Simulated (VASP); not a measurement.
# HgSe (F-43m) in VASP: a series of runs

One crystal, HgSe, is run at these levels: PBE, PBEsol; tasks: single point.

All numbers are computed with VASP 6.6.1; they aren't measurements. Logs are shortened: lines on timing, memory, paths and dates and some standing lists are left out, and cuts for length are marked.

### 1 Starting point

It takes space group F-43m (No. 216, cubic). The conventional cell has a = 6.078 Å, b = 6.078 Å, c = 6.078 Å, α = 90.00°, β = 90.00°, γ = 90.00°. Around Hg (site symmetry -43m) lie 4 Se at 2.63 Å. Se (site symmetry -43m) is surrounded by 4 Hg at 2.63 Å.

### 2 Single point, PBE (volume scaled by 0.94)

INCAR

```
PREC = Accurate ; ENCUT = 520
EDIFF = 1E-6 ; ISMEAR = -1
SIGMA = 0.05 ; LREAL = False
LASPH = True ; NELM = 100
ALGO = Normal ; ISIF = 2
LWAVE = False ; LCHARG = False
GGA = PE ; NBANDS = 16
```

KPOINTS

```
Automatic mesh
0
Gamma
  8 8 8
```

POSCAR

```
HgSe
1.0
    0.0000000000      2.9769621844      2.9769621844
    2.9769621844      0.0000000000      2.9769621844
    2.9769621844      2.9769621844      0.0000000000
Hg Se
1 1
Direct
    0.0000000000      0.0000000000      0.0000000000
    0.7500000000      0.7500000000      0.7500000000
```

Potentials or basis: VASP PAW PBE potentials, release 64 (Hg, Se).

Launch:

```bash
> cat potpaw_PBE.64/Hg/POTCAR potpaw_PBE.64/Se/POTCAR > POTCAR
> mpirun -np 1 vasp_std > vasp.out
```

OUTCAR:

```text
PREC = Accurate
   ENCUT = 520
   EDIFF = 1E-6
   ISMEAR = -1
   LREAL = False
   LASPH = True
   NELM = 100
   ISIF = 2
   GGA = PE

 ion  position               nearest neighbor table
   1  0.000  0.000  0.000-   2 2.58   2 2.58   2 2.58   2 2.58
   2  0.750  0.750  0.750-   1 2.58   1 2.58   1 2.58   1 2.58

  LATTYP: Found a face centered cubic cell.
 ALAT       =     5.9539243688

  Lattice vectors:

 A1 = (   0.0000000000,   2.9769621844,   2.9769621844)
 A2 = (   2.9769621844,   0.0000000000,   2.9769621844)
 A3 = (   2.9769621844,   2.9769621844,   0.0000000000)

Analysis of symmetry for initial positions (statically):
=====================================================================
 Subroutine PRICEL returns:
 Original cell was already a primitive cell.

 Routine SETGRP: Setting up the symmetry group for a
 face centered cubic supercell.

 Subroutine GETGRP returns: Found 24 space group operations
 (whereof 24 operations were pure point group operations)
 out of a pool of 48 trial point group operations.

The static configuration has the point symmetry T_d .

Analysis of symmetry for dynamics (positions and initial velocities):
=====================================================================
 Subroutine PRICEL returns:
 Original cell was already a primitive cell.

 Routine SETGRP: Setting up the symmetry group for a
 face centered cubic supercell.

 Subroutine GETGRP returns: Found 24 space group operations
 (whereof 24 operations were pure point group operations)
 out of a pool of 48 trial point group operations.

The dynamic configuration has the point symmetry T_d .

 Subroutine INISYM returns: Found 24 space group operations
 (whereof 24 operations are pure point group operations),
 and found     1 'primitive' translations

----------------------------------------------------------------------------------------

                                     Primitive cell

  volume of cell :      52.7655

  direct lattice vectors                    reciprocal lattice vectors
     0.000000000  2.976962184  2.976962184    -0.167956450  0.167956450  0.167956450
     2.976962184  0.000000000  2.976962184     0.167956450 -0.167956450  0.167956450
     2.976962184  2.976962184  0.000000000     0.167956450  0.167956450 -0.167956450

  length of vectors
     4.210060296  4.210060296  4.210060296     0.290909105  0.290909105  0.290909105

  position of ions in fractional coordinates (direct lattice)
     0.000000000  0.000000000  0.000000000
     0.750000000  0.750000000  0.750000000

  ion indices of the primitive-cell ions
   primitive index   ion index
                 1           1
                 2           2

----------------------------------------------------------------------------------------

 KPOINTS: Automatic mesh

Automatic generation of k-mesh.
 Grid dimensions read from file:
 generate k-points for:    8    8    8

 Generating k-lattice:

  Cartesian coordinates                     Fractional coordinates (reciprocal lattice)
    -0.020994556  0.020994556  0.020994556     0.125000000  0.000000000  0.000000000
     0.020994556 -0.020994556  0.020994556     0.000000000  0.125000000  0.000000000
     0.020994556  0.020994556 -0.020994556     0.000000000  0.000000000  0.125000000

  Length of vectors
     0.036363638  0.036363638  0.036363638

  Shift w.r.t. Gamma in fractional coordinates (k-lattice)
     0.000000000  0.000000000  0.000000000

 Subroutine IBZKPT returns following result:
 ===========================================

 Found     29 irreducible k-points:

 Following reciprocal coordinates:
            Coordinates               Weight
  0.000000  0.000000  0.000000      1.000000
  0.125000  0.000000  0.000000      8.000000
  0.250000  0.000000  0.000000      8.000000
  0.375000  0.000000  0.000000      8.000000
  0.500000  0.000000  0.000000      4.000000
  0.125000  0.125000  0.000000      6.000000
[... 16 lines left out ...]
  0.500000  0.250000  0.125000     48.000000
 -0.375000  0.250000  0.125000     24.000000
 [... further k-points ...]
   k-points           NKPTS =     29   k-points in BZ     NKDIM =     29   number of bands    NBANDS=     16
   number of dos      NEDOS =    301   number of ions     NIONS =      2
   total plane-waves  NPLWV =  32768
   dimension x,y,z NGX =    32 NGY =   32 NGZ =   32
   dimension x,y,z NGXF=    64 NGYF=   64 NGZF=   64
   ions per type =               1   1
   NGX,Y,Z   is equivalent  to a cutoff of  12.64, 12.64, 12.64 a.u.
   NGXF,Y,Z  is equivalent  to a cutoff of  25.27, 25.27, 25.27 a.u.
 SYSTEM =  unknown system
   PREC   = accura    normal or accurate (medium, high low for compatibility)
   ISTART =      0    job   : 0-new  1-cont  2-samecut
   ICHARG =      2    charge: 1-file 2-atom 10-const
   ISPIN  =      1    spin polarized calculation?
   LNONCOLLINEAR =      F non collinear calculations
   LSORBIT =      F    spin-orbit coupling
   LASPH  =      T    aspherical Exc in radial PAW
   ENCUT  =  520.0 eV  38.22 Ry    6.18 a.u.   7.83  7.83  7.83*2*pi/ulx,y,z
   NELM   =    100;   NELMIN=  2; NELMDL= -5     # of ELM steps
   EDIFF  = 0.1E-05   stopping-criterion for ELM
   LREAL  =      F    real-space projection
   EDIFFG = 0.1E-04   stopping-criterion for IOM
   NSW    =      0    number of steps for IOM
   IBRION =     -1    ionic relax: 0-MD 1-quasi-New 2-CG
   NFREE  =      0    steps in history (QN), initial steepest desc. (CG)
   ISIF   =      2    stress and relaxation
   ISYM   =      2    0-nonsym 1-usesym 2-fastsym
   POTIM  = 0.5000    time-step for ionic-motion
   TEBEG  =    0.0;   TEEND  =   0.0 temperature during run
   PSTRESS=    0.0 pullay stress
   NELECT =      18.0000    total number of electrons
   NUPDOWN=      -1.0000    fix difference up-down
   EMIN   =  10.00;   EMAX   =-10.00  energy-range for DOS
   EFERMI =   0.00;   METHOD = LEGACY
   ISMEAR =    -1;   SIGMA  =   0.05  broadening in eV -4-tet -1-fermi 0-gaus
   EFERMI_NEDOS =   21; number of points for ismear=-14 and -15
   IALGO  =     38    algorithm
   IMIX   =      4    mixing-type and parameters
     AMIX     =   0.40;   BMIX     =  1.00
     AMIX_MAG =   1.60;   BMIX_MAG =  1.00
  volume/ion in A,a.u.               =      26.38       178.04
  Fermi-wavevector in a.u.,A,eV,Ry     =   1.143885  2.161629 17.802853  1.308473
  Thomas-Fermi vector in A             =   2.280579
   LORBIT       =      0    0 simple, 1 ext, 2 COOP (PROOUT), +10 PAW based schemes
   GGA     = PE    functional components
[... 5 lines left out ...]
 non-spin polarized calculation
  energy-cutoff  :      520.00
  volume of cell :       52.77
 maximum number of plane-waves:      1433
   NGX = 15   NGY = 15   NGZ = 15

 number of electron      17.9999998 magnetization

 Free energy of the ion-electron system (eV)
  ---------------------------------------------------
  ext. energy  EPLUGINS =         0.00000000
  ---------------------------------------------------
  free energy    TOTEN  =        -3.85516729 eV

  energy without entropy =       -3.85462014  energy(sigma->0) =       -3.85489372

 E-fermi :   2.4484     XC(G=0):  -9.3522

 val. band max:        2.3996708363   @ k =   0.0000   0.0000   0.0000
 cond. band min:       3.0618651531   @ k =   0.1250   0.0000   0.0000
 fundamental gap:      0.6621943168
 Fermi energy:         2.4483897891

 k-point     1 :       0.0000    0.0000    0.0000
  band No.  band energies     occupation
      1     -11.5577      2.00000
      2      -5.1930      2.00000
      3      -5.1930      2.00000
      4      -5.1930      2.00000
      5      -4.3332      2.00000
      6      -4.3332      2.00000
[... 8 lines left out ...]
     15      13.8284      0.00000
     16      13.8284      0.00000

 k-point     2 :       0.1250    0.0000    0.0000
  band No.  band energies     occupation
      1     -11.4811      2.00000
      2      -5.1678      2.00000
      3      -5.1582      2.00000
      4      -5.1582      2.00000
      5      -4.3363      2.00000
      6      -4.3363      2.00000
[... 8 lines left out ...]
     15      12.8967      0.00000
     16      12.8967      0.00000

 k-point     3 :       0.2500    0.0000    0.0000
  band No.  band energies     occupation
      1     -11.2900      2.00000
      2      -5.0808      2.00000
      3      -5.0808      2.00000
      4      -5.0249      2.00000
      5      -4.3302      2.00000
      6      -4.3302      2.00000
[... 8 lines left out ...]
     15      12.5934      0.00000
     16      12.5934      0.00000

 k-point     4 :       0.3750    0.0000    0.0000
  band No.  band energies     occupation
      1     -11.0900      2.00000
      2      -5.0183      2.00000
      3      -5.0183      2.00000
      4      -4.6144      2.00000
      5      -4.2989      2.00000
      6      -4.2989      2.00000
[... 8 lines left out ...]
     15      13.3665      0.00000
     16      13.3665      0.00000

 k-point     5 :       0.5000    0.0000    0.0000
  band No.  band energies     occupation
      1     -11.0045      2.00000
      2      -4.9981      2.00000
      3      -4.9981      2.00000
      4      -4.2766      2.00000
      5      -4.2766      2.00000
      6      -3.9574      2.00000
[... 8 lines left out ...]
     15      14.3476      0.00000
     16      14.3476      0.00000

 k-point     6 :       0.1250    0.1250    0.0000
  band No.  band energies     occupation
      1     -11.4555      2.00000
      2      -5.2014      2.00000
      3      -5.1250      2.00000
      4      -5.1250      2.00000
      5      -4.3623      2.00000
      6      -4.3139      2.00000
[... 8 lines left out ...]
     15      12.5857      0.00000
     16      13.8598      0.00000
[... 267 lines left out ...]
 k-point    21 :       0.5000    0.5000    0.0000
  band No.  band energies     occupation
      1     -10.8171      2.00000
      2      -5.0645      2.00000
      3      -4.6057      2.00000
      4      -4.6057      2.00000
      5      -4.1997      2.00000
      6      -3.9067      2.00000
[... 8 lines left out ...]
     15      14.1113      0.00000
     16      15.6506      0.00000

 k-point    22 :       0.3750    0.2500    0.1250
  band No.  band energies     occupation
      1     -11.1443      2.00000
      2      -5.0809      2.00000
      3      -4.9583      2.00000
      4      -4.8905      2.00000
      5      -4.3706      2.00000
      6      -4.2650      2.00000
[... 8 lines left out ...]
     15      13.9397      0.00000
     16      14.7296      0.00000

 k-point    23 :       0.5000    0.2500    0.1250
  band No.  band energies     occupation
      1     -10.9815      2.00000
      2      -4.9703      2.00000
      3      -4.9048      2.00000
      4      -4.6172      2.00000
      5      -4.2973      2.00000
      6      -4.2045      2.00000
[... 8 lines left out ...]
     15      14.2390      0.00000
     16      14.7619      0.00000

 k-point    24 :      -0.3750    0.2500    0.1250
  band No.  band energies     occupation
      1     -10.9128      2.00000
      2      -4.9468      2.00000
      3      -4.8755      2.00000
      4      -4.4059      2.00000
      5      -4.3140      2.00000
      6      -3.9044      2.00000
[... 8 lines left out ...]
     15      13.8944      0.00000
     16      14.8300      0.00000

 [... further k-points ...]
[... 5 lines left out ...]
  --------------------------------------------------------------------------------------
  -------------------------------------------------------------------------------------
  Total        3.2181716      3.2181716      3.2181716      0.0000000     -0.0000000     -0.0000000
  in kB       97.7169332     97.7169332     97.7169332      0.0000000     -0.0000000     -0.0000000
  external PRESSURE =      97.7169332 kB  Pullay stress =       0.0000000 kB

 VOLUME and BASIS-vectors are now :
 -----------------------------------------------------------------------------
  energy-cutoff  :      520.00
  volume of cell :       52.77
      direct lattice vectors                 reciprocal lattice vectors
     0.000000000  2.976962184  2.976962184    -0.167956450  0.167956450  0.167956450
     2.976962184  0.000000000  2.976962184     0.167956450 -0.167956450  0.167956450
     2.976962184  2.976962184  0.000000000     0.167956450  0.167956450 -0.167956450

 POSITION                                       TOTAL-FORCE (eV/Angst)
 -----------------------------------------------------------------------------------
      0.00000      0.00000      0.00000        -0.000000      0.000000     -0.000000
      4.46544      4.46544      4.46544         0.000000     -0.000000      0.000000
 -----------------------------------------------------------------------------------
    total drift:                                0.000000      0.000000      0.000000

  FREE ENERGIE OF THE ION-ELECTRON SYSTEM (eV)
  ---------------------------------------------------
  free  energy   TOTEN  =        -3.8551672922 eV

  energy  without entropy=       -3.8546201392  energy(sigma->0) =       -3.85489372
```

Run time: 9.8 s. Hardware: 1 thread of Intel Xeon Platinum 8559C (Emerald Rapids), shared host; peak memory 0.18 GiB.

What came out:

```
Free energy            : -3.8552 eV
Pressure               : 9.8 GPa
Band gap on the k mesh : none (metal or under the smearing width)
```

The run has no spin-orbit coupling, so splittings on Hg are missing.

### 3 Single point, PBE (volume scaled by 1.02)

INCAR

```
SYSTEM = HgSe
ALGO = Normal
EDIFF = 1E-6
ENCUT = 520
GGA = PE
ISIF = 2
ISMEAR = -1
LASPH = .TRUE.
LCHARG = .FALSE.
LREAL = .FALSE.
LWAVE = .FALSE.
NBANDS = 16
NELM = 100
PREC = Accurate
SIGMA = 0.05
```

KPOINTS

```
k-points
0
G
  8 8 8
  0 0 0
```

POSCAR

```
HgSe
1.0
    0.0000000000      3.0591264144      3.0591264144
    3.0591264144      0.0000000000      3.0591264144
    3.0591264144      3.0591264144      0.0000000000
Hg Se
1 1
Direct
    0.0000000000      0.0000000000      0.0000000000
    0.7500000000      0.7500000000      0.7500000000
```

Potentials or basis: VASP PAW PBE potentials, release 64 (Hg, Se).

Launch:

```bash
> cat potpaw_PBE.64/Hg/POTCAR potpaw_PBE.64/Se/POTCAR > POTCAR
> mpirun -np 1 vasp_std > vasp.out
```

Run time: 9.9 s. Hardware: 1 thread of Intel Xeon Platinum 8559C (Emerald Rapids), shared host; peak memory 0.18 GiB.

Results (log left out):

```
Free energy            : -4.0399 eV
Pressure               : 3.8 GPa
Band gap on the k mesh : none (metal or under the smearing width)
```

Levels at points of the mesh, in eV from the Fermi level:
```tsv
k point	band 6	band 7	band 8	band 9	band 10	band 11	band 12	band 13
(0.00, 0.00, 0.00)	-6.41	-1.02	-0.06	-0.06	-0.06	5.46	5.46	5.46
(0.50, 0.00, 0.00)	-6.10	-5.45	-1.00	-1.00	1.06	6.20	6.20	6.92
(0.50, 0.50, 0.00)	-6.06	-5.06	-2.29	-2.29	2.71	2.98	8.38	9.71
```

Spin-orbit coupling is left out, which matters for the levels of Hg.

(Continued in part 2 of 3.)
